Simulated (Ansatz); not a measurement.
# Pb: single point with r2SCANh

The system is Pb.

```
Pb
1.0
     0.00000    2.47502    2.47502
     2.47502    0.00000    2.47502
     2.47502    2.47502    0.00000
Pb
1
Direct
  0.00000 0.00000 0.00000
```

```
Program             : Ansatz 0.2.0
Task                : single point
Functional          : r2SCANh
Potentials or basis : Ansatz PAW polarizable
Cutoff              : 500 eV (not typed: the program's choice for these potentials)
k mesh              : 7 × 7 × 7
Occupations         : fermi-dirac, width 0.15 eV
Spin                : no spin polarisation
```

```json
{"Pressure": "1.5 GPa", "Band gap on the k mesh": "none (metal or under the smearing width)"}
```

Levels at points of the mesh, in eV from the Fermi level:
| k point | band 5 | band 6 | band 7 | band 8 | band 9 | band 10 |
| --- | --- | --- | --- | --- | --- | --- |
| (0.00, 0.00, 0.00) | -18.56 | -13.03 | 8.06 | 8.06 | 8.06 | 10.61 |

Wall time 38 s on 1 thread of Arm Neoverse V1 (shared host), peak memory 1.4 GiB.

Caveat: the PAW data sets come from PBE, with cores solved anew for the run's functional, which leaves a small shift of forces and pressure; the thresholds are loose for stress. Spin-orbit coupling is left out, which matters for the levels of Pb.
